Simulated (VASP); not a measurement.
# Sn (I4_1/amd) in VASP: notebook, part 2 of 3

VASP 6.6.1. The steps go on from the part before.

### Step 3. Relaxation of cell and atoms, LDA, target pressure 10.9 GPa, at which the enthalpy is minimised

This run uses another cell than the first one, of 22.96 Å³/atom, 0.845 times its volume.

Contents of INCAR:

```
  PREC = Accurate
  ENCUT = 600
  EDIFF = 1E-7
  ISMEAR = 0
  SIGMA = 0.03
  LREAL = False
  LASPH = True
  NELM = 80
  ALGO = Normal
  ISIF = 3
  LWAVE = False
  LCHARG = False
  GGA = CA
  IBRION = 2
  NSW = 90
  EDIFFG = -0.005
  PSTRESS = 109.0
```

Contents of KPOINTS:

```
Automatic mesh
0
Gamma
  12 12 12
```

Contents of POSCAR:

```
Sn                                      
1.0
   -2.7768086349      2.7768086349      1.4890584677
    2.7768086349     -2.7768086349      1.4890584677
    2.7768086349      2.7768086349     -1.4890584677
  Sn            
     2
Direct
     0.0000000000000000    0.0000000000000000    0.0000000000000000
     0.7500000000000000    0.2500000000000000    0.5000000000000000
```

Potentials or basis: VASP PAW LDA potentials, release 64 (Sn_d).

The run is started by

```sh
$ cat potpaw_LDA.64/Sn_d/POTCAR > POTCAR
$ mpirun -np 1 vasp_std > vasp.out
```

OUTCAR:

```text
PREC = Accurate
   ENCUT = 600
   EDIFF = 1E-7
   ISMEAR = 0
   LREAL = False
   LASPH = True
   NELM = 80
   ISIF = 3
   GGA = CA
   IBRION = 2
   NSW = 90
   EDIFFG = -0.005
   PSTRESS = 109.0

 ion  position               nearest neighbor table
   1  0.000  0.000  0.000-   2 2.87   2 2.87   2 2.87   2 2.87   2 3.56   2 3.56   2 3.56   2 3.56

   2  0.750  0.250  0.500-   1 2.87   1 2.87   1 2.87   1 2.87   1 3.56   1 3.56   1 3.56   1 3.56

  LATTYP: Found a body centered tetragonal cell.
 ALAT       =     5.5536172698
 C/A-ratio  =     0.5362481408

  Lattice vectors:

 A1 = (  -2.7768086349,   2.7768086349,   1.4890584677)
 A2 = (   2.7768086349,  -2.7768086349,   1.4890584677)
 A3 = (   2.7768086349,   2.7768086349,  -1.4890584677)

Analysis of symmetry for initial positions (statically):
=====================================================================
 Subroutine PRICEL returns:
 Original cell was already a primitive cell.

 Routine SETGRP: Setting up the symmetry group for a
 body centered tetragonal supercell.

 Subroutine GETGRP returns: Found 16 space group operations
 (whereof  8 operations were pure point group operations)
 out of a pool of 16 trial point group operations.

The static configuration has the point symmetry D_2d.
 The point group associated with its full space group is D_4h.

Analysis of symmetry for dynamics (positions and initial velocities):
=====================================================================
 Subroutine PRICEL returns:
 Original cell was already a primitive cell.

 Routine SETGRP: Setting up the symmetry group for a
 body centered tetragonal supercell.

 Subroutine GETGRP returns: Found 16 space group operations
 (whereof  8 operations were pure point group operations)
 out of a pool of 16 trial point group operations.

The dynamic configuration has the point symmetry D_2d.
 The point group associated with its full space group is D_4h.

 Subroutine INISYM returns: Found 16 space group operations
 (whereof  8 operations are pure point group operations),
 and found     1 'primitive' translations

----------------------------------------------------------------------------------------

                                     Primitive cell

  volume of cell :      45.9265

  direct lattice vectors                    reciprocal lattice vectors
    -2.776808635  2.776808635  1.489058468     0.000000000  0.180062822  0.335782651
     2.776808635 -2.776808635  1.489058468     0.180062822  0.000000000  0.335782651
     2.776808635  2.776808635 -1.489058468     0.180062822  0.180062822  0.000000000

  length of vectors
     4.199836605  4.199836605  4.199836605     0.381015234  0.381015234  0.254647285

  position of ions in fractional coordinates (direct lattice)
     0.000000000  0.000000000  0.000000000
     0.750000000  0.250000000  0.500000000

  ion indices of the primitive-cell ions
   primitive index   ion index
                 1           1
                 2           2

----------------------------------------------------------------------------------------

 KPOINTS: Automatic mesh
[... 25 lines left out ...]
  0.000000  0.000000  0.000000      1.000000
  0.083333  0.000000  0.000000      8.000000
  0.166667  0.000000  0.000000      8.000000
  0.250000  0.000000  0.000000      8.000000
  0.333333  0.000000  0.000000      8.000000
  0.416667  0.000000 -0.000000      8.000000
[... 16 lines left out ...]
  0.500000  0.166667  0.000000     16.000000
 -0.416667  0.166667  0.000000     16.000000
 [... further k-points ...]
   k-points           NKPTS =    163   k-points in BZ     NKDIM =    163   number of bands    NBANDS=     18
   number of dos      NEDOS =    301   number of ions     NIONS =      2
   total plane-waves  NPLWV =  46656
   dimension x,y,z NGX =    36 NGY =   36 NGZ =   36
   dimension x,y,z NGXF=    72 NGYF=   72 NGZF=   72
   ions per type =               2
   NGX,Y,Z   is equivalent  to a cutoff of  14.25, 14.25, 14.25 a.u.
   NGXF,Y,Z  is equivalent  to a cutoff of  28.50, 28.50, 28.50 a.u.
 SYSTEM =  unknown system
   PREC   = accura    normal or accurate (medium, high low for compatibility)
   ISTART =      0    job   : 0-new  1-cont  2-samecut
   ICHARG =      2    charge: 1-file 2-atom 10-const
   ISPIN  =      1    spin polarized calculation?
   LNONCOLLINEAR =      F non collinear calculations
   LSORBIT =      F    spin-orbit coupling
   LASPH  =      T    aspherical Exc in radial PAW
   ENCUT  =  600.0 eV  44.10 Ry    6.64 a.u.   8.39  8.39  8.39*2*pi/ulx,y,z
   NELM   =     80;   NELMIN=  2; NELMDL= -5     # of ELM steps
   EDIFF  = 0.1E-06   stopping-criterion for ELM
   LREAL  =      F    real-space projection
   EDIFFG = -.5E-02   stopping-criterion for IOM
   NSW    =     90    number of steps for IOM
   IBRION =      2    ionic relax: 0-MD 1-quasi-New 2-CG
   NFREE  =      1    steps in history (QN), initial steepest desc. (CG)
   ISIF   =      3    stress and relaxation
   ISYM   =      2    0-nonsym 1-usesym 2-fastsym
   POTIM  = 0.5000    time-step for ionic-motion
   TEBEG  =    0.0;   TEEND  =   0.0 temperature during run
   PSTRESS=  109.0 pullay stress
   NELECT =      28.0000    total number of electrons
   NUPDOWN=      -1.0000    fix difference up-down
   EMIN   =  10.00;   EMAX   =-10.00  energy-range for DOS
   EFERMI =   0.00;   METHOD = LEGACY
   ISMEAR =     0;   SIGMA  =   0.03  broadening in eV -4-tet -1-fermi 0-gaus
   EFERMI_NEDOS =   21; number of points for ismear=-14 and -15
   IALGO  =     38    algorithm
   IMIX   =      4    mixing-type and parameters
     AMIX     =   0.40;   BMIX     =  1.00
     AMIX_MAG =   1.60;   BMIX_MAG =  1.00
  volume/ion in A,a.u.               =      22.96       154.96
  Fermi-wavevector in a.u.,A,eV,Ry     =   1.388160  2.623243 26.218278  1.926989
  Thomas-Fermi vector in A             =   2.512313
   LORBIT       =      0    0 simple, 1 ext, 2 COOP (PROOUT), +10 PAW based schemes
   GGA     = CA    functional components
   LHFCALC =     F    Hartree Fock is set to
   AEXX    =    0.0000 exact exchange contribution
   IVDW    =     0    specifies the selected vdW correction
   LEPSILON=     F    determine dielectric tensor
   LRPA    =     F    only Hartree local field effects (RPA)
 conjugate gradient relaxation of ions
 non-spin polarized calculation
 Gauss-broadening in eV      SIGMA  =   0.03
  energy-cutoff  :      600.00
  volume of cell :       45.93
 maximum number of plane-waves:      1550
 NGX is ok and might be reduce to    36
   NGX = 17   NGY = 17   NGZ = 17

--------------------------------------- Ionic step        1  -------------------------------------------

 number of electron      28.0000000 magnetization

 Free energy of the ion-electron system (eV)
  ---------------------------------------------------
  ext. energy  EPLUGINS =         0.00000000
  ---------------------------------------------------
  free energy    TOTEN  =        -8.78912609 eV

  energy without entropy =       -8.78882162  energy(sigma->0) =       -8.78897385

------------------------ aborting loop because EDIFF is reached ----------------------------------------

  FORCE on cell =-STRESS in cart. coord.  units (eV):
  Direction    XX          YY          ZZ          XY          YZ          ZX
  --------------------------------------------------------------------------------------
  -------------------------------------------------------------------------------------
  Total        3.1099095      3.1099095      3.1123627      0.0000000      0.0000000      0.0000000
  in kB      108.4912443    108.4912443    108.5768240      0.0000000      0.0000000      0.0000000
  external PRESSURE =      -0.4802291 kB  Pullay stress =     109.0000000 kB
[... 63 lines left out ...]
--------------------------------------- Ionic step        3  -------------------------------------------

 number of electron      28.0000000 magnetization

 Free energy of the ion-electron system (eV)
  ---------------------------------------------------
  ext. energy  EPLUGINS =         0.00000000
  ---------------------------------------------------
  free energy    TOTEN  =        -8.78844696 eV

  energy without entropy =       -8.78814136  energy(sigma->0) =       -8.78829416

 E-fermi :   9.9862     XC(G=0): -11.3582

 val. band max:        9.9674558731   @ k =   0.3333   0.0833   0.0833
 cond. band min:      10.0031536407   @ k =   0.3333   0.1667   0.0000
 fundamental gap:      0.0356977677
 Fermi energy:         9.9861543681

 k-point     1 :       0.0000    0.0000    0.0000
  band No.  band energies     occupation
      1     -11.9212      2.00000
      2     -11.8061      2.00000
      3     -11.7371      2.00000
      4     -11.7327      2.00000
      5     -11.4411      2.00000
      6     -11.4411      2.00000
[... 481 lines left out ...]
      5     -11.5367      2.00000
      6     -11.4967      2.00000
[... 10 lines left out ...]
     17      13.3012      0.00000
     18      15.9584      0.00000

 [... further k-points ...]
[... 5 lines left out ...]
  --------------------------------------------------------------------------------------
  -------------------------------------------------------------------------------------
  Total        3.1261184      3.1261184      3.1265600      0.0000000      0.0000000      0.0000000
  in kB      109.0804229    109.0804229    109.0958304      0.0000000      0.0000000      0.0000000
  external PRESSURE =       0.0855587 kB  Pullay stress =     109.0000000 kB
[... 21 lines left out ...]
  energy  without entropy=       -8.7881413598  energy(sigma->0) =       -8.78829416

  enthalpy is  TOTEN    =        -5.6646333865 eV   P V=        3.1238135685

 reached required accuracy - stopping structural energy minimisation
```

Wall time 3.6 min (1 thread of Intel Xeon Platinum 8488C (Sapphire Rapids), shared host); peak memory 0.28 GiB.

What came out:

| Item | Value |
| --- | --- |
| Free energy | -8.7884 eV |
| Relaxed volume | 22.96 Å³/atom |
| Relaxed cell | a = 4.200 Å, b = 4.200 Å, c = 4.200 Å, α = 97.22°, β = 97.22°, γ = 138.47° |
| Space group after relaxing (to 0.05 Å) | I4_1/amd (No. 141) |
| Energy change on relaxing (the enthalpy is what falls) | +0.3 meV/atom |
| Ionic steps | 3 |
| Pressure after relaxing | 10.9 GPa |
| Band gap on the k mesh | none (metal or under the smearing width) |

The path:
```csv
step,energy change (eV),largest force (eV/Å),pressure (GPa),volume (Å³)
1,0.0000,0.0000,10.85,45.93
2,0.0031,0.0000,10.99,45.88
3,0.0007,0.0000,10.91,45.92
```

Final structure:
```yaml
crystal:
  lattice:
    - [-2.77660, 2.77660, 1.48896]
    - [2.77660, -2.77660, 1.48896]
    - [2.77660, 2.77660, -1.48896]
  atoms:
    - { symbol: Sn, position: [0.00000, 0.00000, 0.00000] }
    - { symbol: Sn, position: [0.75000, 0.25000, 0.50000] }
```

Caveat: the cell is relaxed towards a set pressure, so the enthalpy falls and the energy may rise.

### Step 4. Relaxation of cell and atoms, LDA

Contents of INCAR:

```
PREC = Accurate ; ENCUT = 600
EDIFF = 1E-6 ; ISMEAR = 0
SIGMA = 0.03 ; LREAL = F
LASPH = T ; NELM = 80
ALGO = Normal ; ISIF = 3
LWAVE = F ; LCHARG = F
GGA = CA ; IBRION = 2
NSW = 90 ; EDIFFG = -0.01
```

Contents of KPOINTS:

```
regular mesh
0
Gamma
  12 12 12
```

Contents of POSCAR:

```
Sn
1.0
   -2.9196440750      2.9196440750      1.5938000000
    2.9196440750     -2.9196440750      1.5938000000
    2.9196440750      2.9196440750     -1.5938000000
Sn
2
Direct
    0.0000000000      0.0000000000      0.0000000000
    0.7500000000      0.2500000000      0.5000000000
```

The run is started by

```sh
$ cat potpaw_LDA.64/Sn_d/POTCAR > POTCAR
$ mpirun -np 1 vasp_std > vasp.out
```

Run time: 7 min. Hardware: 1 thread of Intel Xeon Platinum 8488C (Sapphire Rapids), shared host; peak memory 0.3 GiB.

The run converged. Its results:

| Item | Value |
| --- | --- |
| Free energy | -8.9815 eV |
| Relaxed volume | 26.15 Å³/atom |
| Relaxed cell | a = 4.376 Å, b = 4.376 Å, c = 4.376 Å, α = 97.36°, β = 97.36°, γ = 138.06° |
| Space group after relaxing (to 0.05 Å) | I4_1/amd (No. 141) |
| Energy gained by relaxing | 6.7 meV/atom |
| Ionic steps | 9 |
| Pressure after relaxing | 0.0 GPa |
| Band gap on the k mesh | none (metal or under the smearing width) |

The path:
```tsv
step	energy change (eV)	largest force (eV/Å)	pressure (GPa)	volume (Å³)
1	0.0000	0.0000	-2.03	54.34
2	-0.0113	0.0000	0.84	51.67
3	-0.0130	0.0000	0.01	52.36
4	-0.0130	0.0000	0.08	52.33
5	-0.0133	0.0000	0.04	52.31
6	-0.0134	0.0000	0.04	52.30
7	-0.0133	0.0000	0.03	52.29
8	-0.0134	0.0000	0.07	52.30
9	-0.0134	0.0000	0.05	52.30
```

Final structure:
```
Sn
1.0
    -2.88942    2.88942    1.56610
     2.88942   -2.88942    1.56610
     2.88942    2.88942   -1.56610
Sn
2
Direct
  0.00000 0.00000 0.00000
  0.75000 0.25000 0.50000
```

Levels at points of the mesh, in eV from the Fermi level:
```
           k point  band 11  band 12  band 13  band 14  band 15  band 16  band 17  band 18
(0.00, 0.00, 0.00)   -11.43    -3.67    -2.09    -2.09     3.00     6.30     6.30     7.10
(0.50, 0.00, 0.00)    -7.02    -5.52    -2.34    -1.80    -1.18     2.28     2.90     4.83
(0.50, 0.50, 0.00)    -9.13    -9.13     0.57     0.57     1.60     1.60     6.20     6.20
(0.50, 0.50, 0.50)    -7.72    -7.72    -5.00    -5.00     5.24     5.24     9.56     9.56
```

LDA usually gives volumes a few per cent too small. Zero-point motion and thermal expansion aren't in these numbers.

(Part 2 of 3 ends here.)
